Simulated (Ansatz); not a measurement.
**In under changes of volume**

One of the cells (26.144 Å³/atom); the others are scaled copies at fixed shape and fractional positions:

```xyz
1
Lattice="-1.6255 1.6255 2.4737 1.6255 -1.6255 2.4737 1.6255 1.6255 -2.4737" Properties=species:S:1:pos:R:3 pbc="T T T"
In    0.0000    0.0000    0.0000
```

- Program: Ansatz 0.2.0
- Functional: LDA
- Potentials or basis: Ansatz PAW
- Cutoff: 420 eV (not typed: the program's choice for these potentials)
- k mesh: 11 × 11 × 11
- Occupations: fermi-dirac, width 0.05 eV
- Spin: no spin polarisation

```tsv
volume (Å³/atom)	energy over the lowest point (meV/atom)	pressure (GPa)
24.575	0.00	0.1
25.098	1.49	-0.9
25.621	5.98	-1.8
26.144	13.10	-2.5
26.666	22.53	-3.2
27.189	?	?
27.712	47.21	-4.3
```

**Question.** What does the run at 27.189 Å³/atom give?

**Answer.** Energy over the lowest point 33.98 meV/atom; pressure -3.8 GPa.

Worked out: A Birch-Murnaghan fit of order 3 (a polynomial in V^(-2/3)) to the other rows has its minimum at 24.60 Å³/atom with B0 = V·E''(V) = 49 GPa and B' = 5.2 at fixed shape and positions, which overstates the stiffness. It gives 33.98 meV/atom at 27.189 Å³/atom, against the run's 33.98, and -dE/dV = -3.8 GPa, against -3.8.

Energies are extrapolated to zero smearing.

Caveats: the PAW data sets come from PBE, with cores solved anew for the run's functional, which leaves a small shift of forces and pressure.
